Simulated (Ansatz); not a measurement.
AlNi3: relaxation of cell and atoms with PBEsol

The system is AlNi3.

```
CELL_PARAMETERS angstrom
0.00000 2.80189 2.80189
2.80189 0.00000 2.80189
2.80189 2.80189 0.00000
ATOMIC_POSITIONS crystal
Ni 0.75000 0.75000 0.75000
Ni 0.00000 0.00000 0.00000
Ni 0.25000 0.25000 0.25000
Al 0.50000 0.50000 0.50000
```

The cell comes from a database or a generator and needn't be the stable form of this composition.

```yaml
Program: Ansatz 0.2.0
Task: relaxation of cell and atoms
Functional: PBEsol
Potentials_or_basis: Ansatz PAW
Cutoff: "420 eV (not typed: the program's choice for these potentials)"
k_mesh: 8 × 8 × 8
Occupations: fermi-dirac, width 0.05 eV
Spin: collinear spin, ferromagnetic start
Starting_moments: "[1.0, 1.0, 1.0, 0.0] μB"
Target_pressure_GPa: 0
```

```json
{"Relaxed volume": "10.96 Å³/atom", "Relaxed cell": "a = 3.958 Å, b = 3.958 Å, c = 3.958 Å, α = 60.00°, β = 60.00°, γ = 60.00°", "Space group after relaxing (to 0.05 Å)": "Fm-3m (No. 225)", "Energy gained by relaxing": "0.1 meV/atom", "Ionic steps": "4", "Pressure after relaxing": "0.0 GPa", "Band gap on the k mesh": "none (metal or under the smearing width)", "Net moment": "0.00 μB per cell", "Absolute moment": "0.00 μB per cell"}
```

The path:
```csv
step,energy change (eV),largest force (eV/Å),volume (Å³)
1,0.0000,0.0000,43.99
2,-0.0003,0.0000,43.91
3,-0.0004,0.0000,43.83
4,-0.0004,0.0000,43.83
```

Final structure:
```
Ni Al
1.0
     0.00000    2.79851    2.79851
     2.79851    0.00000    2.79851
     2.79851    2.79851    0.00000
Ni Al
3 1
Cartesian
  4.1978 4.1978 4.1978
  0.0000 0.0000 0.0000
  1.3993 1.3993 1.3993
  2.7985 2.7985 2.7985
```

Levels at points of the mesh, in eV from the Fermi level:
Spin up:
| k point | band 25 | band 26 | band 27 | band 28 | band 29 | band 30 | band 31 | band 32 |
| --- | --- | --- | --- | --- | --- | --- | --- | --- |
| (0.00, 0.00, 0.00) | -0.54 | -0.54 | -0.51 | -0.51 | 5.43 | 5.43 | 5.43 | 5.94 |
| (0.00, 0.00, -0.50) | -0.63 | -0.63 | -0.46 | -0.46 | -0.13 | 4.31 | 4.31 | 4.82 |
| (0.00, -0.50, -0.50) | -1.05 | -0.74 | -0.58 | -0.36 | -0.34 | -0.34 | -0.03 | 4.25 |
Spin down:
| k point | band 25 | band 26 | band 27 | band 28 | band 29 | band 30 | band 31 | band 32 |
| --- | --- | --- | --- | --- | --- | --- | --- | --- |
| (0.00, 0.00, 0.00) | -0.54 | -0.54 | -0.51 | -0.51 | 5.43 | 5.43 | 5.43 | 5.94 |
| (0.00, 0.00, -0.50) | -0.63 | -0.63 | -0.46 | -0.46 | -0.13 | 4.31 | 4.31 | 4.82 |
| (0.00, -0.50, -0.50) | -1.05 | -0.74 | -0.58 | -0.36 | -0.34 | -0.34 | -0.03 | 4.25 |

Wall time 14 s on 2 threads of Arm Neoverse V2, with other jobs on the host, peak memory 0.38 GiB.

Caveat: the plane-wave basis is chosen anew once the cell has moved, so the energies of steps on either side of that aren't comparable; the PAW data sets come from PBE, with cores solved anew for the run's functional, which leaves a small shift of forces and pressure; the starting moments weren't kept.
